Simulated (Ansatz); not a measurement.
Born–Oppenheimer molecular dynamics of a periodic cell of 16 atoms, C (start crystal C, start structure diamond, volume 1.05 times the crystal's). It goes on from the last frame of an earlier run, with new velocities.

Level of theory: Ansatz, DFT PBEsol, scalar-relativistic, plane waves, PAW. Settings: cutoff 420 eV, k mesh 3x3x3, fermi-dirac smearing 0.3 eV, no spin polarisation.

```json
{
 "ensemble": "NVT, Langevin thermostat",
 "time step": "1 fs",
 "steps asked": "170",
 "set temperature": "2100 K",
 "friction": "0.05 /fs",
 "seed": "738965"
}
```

Frames 10 fs apart, positions in Å, forces in eV/Å.

Velocities at 20.0 fs (Å/ps):

```
C -11.08 0.79 6.90
C -3.93 5.49 -0.51
C 9.60 -4.02 14.72
C 23.42 -12.70 -0.67
C 8.88 13.05 -21.78
C 8.94 -7.38 -2.29
C 11.42 -0.53 2.52
C -18.14 3.43 -5.64
C 7.54 20.73 -11.78
C -9.69 1.98 -13.79
C 1.81 -0.36 -15.36
C -0.73 8.19 -7.09
C -24.98 1.17 9.14
C 27.66 19.92 26.15
C -22.31 6.75 11.85
C -5.02 -22.62 -27.35
```

```xyz
16
Lattice="0.0000 3.6285 3.6285 3.6285 0.0000 3.6285 3.6285 3.6285 0.0000" Properties=species:S:1:pos:R:3:forces:R:3 time_fs=20.0 energy_less_start_eV=-3.057 T=2533
C -0.117 0.049 -0.104 3.59 -0.42 2.24
C 0.959 0.862 0.938 -2.81 1.58 -1.88
C 1.766 1.802 -0.093 -2.72 1.15 3.35
C 2.605 2.706 0.816 2.32 2.73 -0.87
C 1.882 -0.077 1.700 -2.95 -0.76 0.43
C 2.648 0.837 2.542 2.12 3.49 2.30
C 3.547 1.911 1.631 2.09 -4.19 3.19
C 4.476 2.723 2.637 0.15 -0.25 -0.53
C 0.109 1.894 1.989 -0.96 -2.61 -4.45
C 1.028 2.861 2.744 -3.23 -2.70 -0.41
C 1.875 3.679 1.779 -1.65 0.70 0.78
C 2.704 4.621 2.841 3.20 -2.93 -4.51
C 1.819 1.780 3.488 1.02 -0.50 3.51
C 2.835 2.597 4.526 -2.16 1.34 -0.16
C 3.586 3.591 3.652 2.04 0.25 -0.76
C 4.524 4.473 4.525 -0.04 3.12 -2.21
16
Lattice="0.0000 3.6285 3.6285 3.6285 0.0000 3.6285 3.6285 3.6285 0.0000" Properties=species:S:1:pos:R:3:forces:R:3 time_fs=30.0 energy_less_start_eV=-0.163 T=2110
C -0.131 0.098 -0.101 6.04 -2.57 0.99
C 0.893 0.863 0.829 0.40 0.60 2.83
C 1.767 1.728 0.127 1.65 4.66 -7.53
C 2.834 2.706 0.749 -4.96 -0.39 3.99
C 1.870 -0.020 1.708 -2.64 0.84 4.19
C 2.822 0.943 2.606 -5.27 2.24 -1.26
C 3.712 1.853 1.696 -1.00 -0.41 0.38
C 4.359 2.791 2.675 5.10 -1.44 0.42
C 0.106 1.947 1.871 -1.95 -5.36 -1.85
C 0.897 2.800 2.676 3.81 0.73 1.71
C 1.874 3.663 1.739 -0.52 -0.86 -1.38
C 2.754 4.572 2.638 -3.37 1.37 1.94
C 1.769 1.806 3.562 3.08 0.73 -1.10
C 2.891 2.763 4.689 -6.59 0.44 -6.02
C 3.452 3.751 3.650 5.51 -4.77 -2.97
C 4.576 4.438 4.294 0.71 4.17 5.67
16
Lattice="0.0000 3.6285 3.6285 3.6285 0.0000 3.6285 3.6285 3.6285 0.0000" Properties=species:S:1:pos:R:3:forces:R:3 time_fs=40.0 energy_less_start_eV=-3.320 T=2546
C 0.045 0.072 -0.051 -1.54 -1.91 -1.90
C 0.833 0.918 0.857 2.51 2.10 0.45
C 1.852 1.849 -0.027 -1.92 0.68 -0.88
C 2.717 2.773 0.844 3.41 -1.19 -1.02
C 1.741 0.127 1.925 2.11 -0.82 -6.68
C 2.693 0.966 2.621 5.52 1.71 1.04
C 3.788 1.919 1.714 -3.43 -1.06 -0.02
C 4.560 2.897 2.731 -1.49 -5.42 -0.32
C -0.038 1.769 1.687 -0.46 5.34 1.90
C 1.002 2.831 2.663 -2.13 -2.47 -1.71
C 1.842 3.660 1.653 -1.91 0.77 1.80
C 2.643 4.575 2.577 2.30 0.88 1.20
C 1.969 1.905 3.441 -4.79 1.81 4.38
C 2.682 2.901 4.508 1.54 -4.01 -1.14
C 3.568 3.707 3.501 0.69 1.42 3.06
C 4.588 4.574 4.397 -0.42 2.20 -0.16
16
Lattice="0.0000 3.6285 3.6285 3.6285 0.0000 3.6285 3.6285 3.6285 0.0000" Properties=species:S:1:pos:R:3:forces:R:3 time_fs=50.0 energy_less_start_eV=-3.157 T=2055
C 0.039 -0.040 -0.101 0.29 3.97 -0.04
C 0.911 1.042 0.889 -2.18 -1.49 -2.25
C 1.882 1.967 -0.102 -0.70 -4.29 3.78
C 2.743 2.735 0.843 0.48 4.47 -0.70
C 1.783 0.184 1.711 2.88 -2.14 1.22
C 2.797 0.997 2.657 -0.45 -0.12 -0.23
C 3.677 1.998 1.762 0.06 -3.25 1.06
C 4.692 2.797 2.717 -5.04 4.29 -4.09
C -0.123 1.855 1.760 3.12 1.35 -2.20
C 0.964 2.787 2.509 -3.48 -0.32 3.73
C 1.711 3.735 1.667 3.29 0.52 0.94
C 2.679 4.613 2.711 1.12 -0.84 -3.40
C 1.910 1.977 3.543 -4.90 -4.70 -4.30
C 2.632 2.799 4.338 5.39 4.21 6.00
C 3.675 3.708 3.509 -1.29 1.05 2.00
C 4.505 4.744 4.470 1.39 -2.70 -1.53
16
Lattice="0.0000 3.6285 3.6285 3.6285 0.0000 3.6285 3.6285 3.6285 0.0000" Properties=species:S:1:pos:R:3:forces:R:3 time_fs=60.0 energy_less_start_eV=-2.146 T=1173
C -0.015 0.093 -0.134 3.63 -3.40 4.70
C 0.923 0.936 0.811 1.40 0.59 1.25
C 1.859 1.835 0.017 -0.67 1.28 -2.38
C 2.759 2.832 0.817 -1.75 -0.52 2.34
C 1.911 0.049 1.632 -0.72 0.04 3.08
C 2.927 0.996 2.751 -8.87 2.93 -5.81
C 3.661 2.009 1.873 0.33 -1.65 -3.74
C 4.591 2.833 2.652 2.52 0.55 1.34
C -0.100 1.951 1.802 3.39 -6.43 -1.16
C 0.800 2.776 2.557 4.26 1.12 3.80
C 1.788 3.784 1.821 -1.20 -3.60 -4.58
C 2.708 4.480 2.652 1.33 5.15 3.56
C 1.758 1.793 3.504 3.10 3.10 0.86
C 2.885 2.720 4.474 -6.78 3.84 -2.88
C 3.714 3.711 3.612 -0.69 -0.70 -1.34
C 4.523 4.723 4.492 0.73 -2.30 0.94
16
Lattice="0.0000 3.6285 3.6285 3.6285 0.0000 3.6285 3.6285 3.6285 0.0000" Properties=species:S:1:pos:R:3:forces:R:3 time_fs=70.0 energy_less_start_eV=-4.052 T=1865
C 0.050 0.051 -0.031 -2.92 0.34 -0.45
C 1.001 0.900 0.807 -1.12 0.85 0.41
C 1.868 1.804 -0.100 -1.18 1.24 0.64
C 2.597 2.686 0.913 3.42 4.14 -2.40
C 1.971 0.014 1.744 -3.56 2.57 0.01
C 2.692 1.019 2.638 4.27 -1.33 0.44
C 3.648 2.038 1.734 -0.06 -3.92 1.25
C 4.576 2.906 2.602 0.35 -3.26 2.43
C 0.071 1.782 1.705 -0.73 2.06 1.50
C 0.861 2.840 2.687 1.51 -3.11 -1.36
C 1.792 3.721 1.803 0.45 -1.59 -0.46
C 2.799 4.488 2.703 -1.23 3.78 -1.87
C 1.831 1.832 3.502 -0.54 3.52 2.48
C 2.777 2.798 4.478 1.62 -3.21 -0.95
C 3.667 3.737 3.636 1.92 -1.23 -0.92
C 4.615 4.687 4.520 -2.20 -0.85 -0.75
16
Lattice="0.0000 3.6285 3.6285 3.6285 0.0000 3.6285 3.6285 3.6285 0.0000" Properties=species:S:1:pos:R:3:forces:R:3 time_fs=80.0 energy_less_start_eV=-3.274 T=1959
C 0.029 -0.064 -0.021 -0.14 2.17 -1.09
C 1.016 0.817 0.811 -1.57 3.05 1.49
C 1.894 1.849 -0.113 -4.00 -0.59 1.08
C 2.712 2.659 0.817 0.66 2.46 0.85
C 1.816 0.070 1.899 0.76 -1.47 -5.64
C 2.697 0.951 2.682 2.81 0.45 1.00
C 3.614 1.851 1.685 1.42 -1.29 2.59
C 4.449 2.860 2.580 2.04 -3.05 2.99
C 0.130 1.825 1.816 -2.97 -2.13 -3.94
C 0.971 2.663 2.661 -1.30 3.32 1.71
C 1.820 3.536 1.843 1.97 4.73 -3.33
C 2.771 4.646 2.712 0.97 -3.69 -1.67
C 1.893 1.989 3.575 0.11 -7.08 1.75
C 2.800 2.689 4.471 1.49 4.04 2.38
C 3.665 3.711 3.578 0.14 -0.38 1.35
C 4.649 4.577 4.549 -2.38 -0.53 -1.52
16
Lattice="0.0000 3.6285 3.6285 3.6285 0.0000 3.6285 3.6285 3.6285 0.0000" Properties=species:S:1:pos:R:3:forces:R:3 time_fs=90.0 energy_less_start_eV=-2.294 T=1685
C 0.005 -0.064 -0.138 4.57 -2.53 2.69
C 0.959 0.846 0.860 -1.88 1.63 -1.62
C 1.731 1.831 -0.002 4.42 0.88 -2.35
C 2.751 2.761 0.809 -0.14 -4.27 0.62
C 1.721 0.077 1.839 5.85 -3.71 -0.24
C 2.895 0.761 2.651 -5.41 4.82 -0.88
C 3.636 1.634 1.684 1.44 5.63 1.93
C 4.576 2.799 2.711 -2.26 -2.80 -0.14
C 0.083 1.775 1.746 1.84 0.88 1.36
C 1.040 2.637 2.618 0.41 1.27 2.73
C 1.931 3.591 1.747 -0.50 0.92 1.21
C 2.867 4.592 2.642 -4.15 -2.08 2.02
C 1.992 1.794 3.805 -1.10 0.65 -6.89
C 2.875 2.688 4.579 -2.70 2.71 -1.90
C 3.707 3.725 3.593 0.00 -2.72 -0.27
C 4.655 4.545 4.480 -0.40 -1.27 1.74
16
Lattice="0.0000 3.6285 3.6285 3.6285 0.0000 3.6285 3.6285 3.6285 0.0000" Properties=species:S:1:pos:R:3:forces:R:3 time_fs=100.0 energy_less_start_eV=-2.795 T=1760
C 0.178 -0.063 -0.093 -3.37 0.94 1.82
C 0.906 0.908 0.810 3.73 -2.67 1.96
C 1.810 1.808 -0.009 4.32 -3.77 1.05
C 2.819 2.641 0.855 -0.11 1.39 -0.60
C 1.954 -0.199 1.826 -3.63 5.50 1.57
C 2.838 0.937 2.629 -0.81 -6.30 1.96
C 3.721 1.724 1.821 0.40 3.15 -2.14
C 4.587 2.604 2.841 0.29 2.94 -5.00
C 0.157 1.727 1.825 -2.38 0.78 -0.91
C 1.039 2.712 2.707 1.09 -1.84 -1.38
C 1.899 3.678 1.703 1.24 -5.23 1.16
C 2.821 4.402 2.533 1.61 3.09 6.19
C 1.993 1.688 3.621 -2.10 4.12 -0.61
C 2.750 2.632 4.625 4.75 -1.15 -3.56
C 3.778 3.566 3.659 -3.67 0.00 -1.13
C 4.660 4.522 4.491 -1.35 -0.96 -0.38
16
Lattice="0.0000 3.6285 3.6285 3.6285 0.0000 3.6285 3.6285 3.6285 0.0000" Properties=species:S:1:pos:R:3:forces:R:3 time_fs=110.0 energy_less_start_eV=-3.594 T=1440
C 0.200 0.017 0.015 -3.26 -1.17 -3.67
C 1.063 0.817 0.842 0.72 1.88 3.21
C 1.943 1.728 -0.034 0.86 0.35 -0.80
C 2.923 2.734 0.775 -2.87 -1.61 3.32
C 1.995 -0.113 1.979 -2.13 1.84 -6.03
C 2.767 0.961 2.620 2.33 0.15 3.77
C 3.752 1.866 1.765 -0.82 -3.59 -1.29
C 4.621 2.645 2.673 0.78 0.08 3.96
C 0.109 1.669 1.778 -0.61 0.89 -0.14
C 0.967 2.630 2.688 -0.47 2.17 -1.25
C 1.916 3.505 1.846 0.56 2.14 -3.01
C 2.846 4.398 2.698 -0.78 0.44 0.94
C 1.813 1.881 3.546 3.28 -5.58 3.70
C 2.775 2.676 4.543 0.23 -2.34 0.93
C 3.655 3.464 3.683 3.21 3.73 -1.51
C 4.643 4.454 4.588 -1.01 0.61 -2.13
16
Lattice="0.0000 3.6285 3.6285 3.6285 0.0000 3.6285 3.6285 3.6285 0.0000" Properties=species:S:1:pos:R:3:forces:R:3 time_fs=120.0 energy_less_start_eV=-2.551 T=1685
C 0.025 0.087 -0.009 3.12 -3.86 -0.81
C 1.126 0.789 0.925 -3.43 3.40 -3.21
C 1.970 1.781 -0.041 -0.32 0.22 1.28
C 2.812 2.747 0.836 -0.24 -0.99 1.12
C 1.935 0.055 1.828 2.70 -4.75 1.49
C 2.908 0.946 2.713 -3.86 1.14 -1.78
C 3.774 1.819 1.632 -1.30 0.66 6.10
C 4.636 2.738 2.734 2.13 -2.07 -3.05
C 0.147 1.595 1.724 -1.91 4.00 2.45
C 0.934 2.670 2.588 -1.08 -2.07 4.99
C 1.832 3.541 1.922 4.12 1.75 -3.38
C 2.912 4.414 2.857 -3.09 1.84 -5.46
C 1.806 1.819 3.664 2.28 -2.01 -2.59
C 2.782 2.563 4.464 1.55 2.45 2.55
C 3.739 3.510 3.598 0.35 -0.37 3.97
C 4.669 4.458 4.629 -1.03 0.67 -3.67
16
Lattice="0.0000 3.6285 3.6285 3.6285 0.0000 3.6285 3.6285 3.6285 0.0000" Properties=species:S:1:pos:R:3:forces:R:3 time_fs=130.0 energy_less_start_eV=-4.149 T=2408
C -0.045 0.070 -0.004 4.24 -3.21 -1.00
C 1.023 0.884 0.856 -1.24 -0.78 0.29
C 1.871 1.868 0.089 2.44 -2.07 -3.27
C 2.785 2.752 0.969 0.63 0.27 -1.33
C 2.013 -0.035 1.742 -2.06 0.32 -0.26
C 2.808 0.950 2.648 0.61 -1.70 2.49
C 3.817 1.852 1.916 -3.58 -1.66 -5.69
C 4.667 2.709 2.652 2.61 2.32 3.64
C 0.064 1.745 1.705 2.30 -0.82 4.32
C 0.950 2.654 2.609 -0.18 1.58 3.18
C 1.855 3.597 1.806 0.79 1.10 1.45
C 2.809 4.513 2.744 -0.49 -0.17 -0.69
C 1.947 1.762 3.667 -1.67 1.88 -4.21
C 2.917 2.606 4.468 -2.43 3.67 -0.25
C 3.788 3.585 3.583 -1.21 1.83 0.00
C 4.664 4.580 4.512 -0.76 -2.56 1.35
```

Of the whole run (170 fs, mean temperature of the second half 1787 K): The mean temperature of the second half is 15 % below the set value. A run of 0.17 ps of so small a system gives no equilibrium averages.

The run took 16 min on 1 thread of Arm Neoverse V1, on a shared host, peak memory 0.35 GiB.
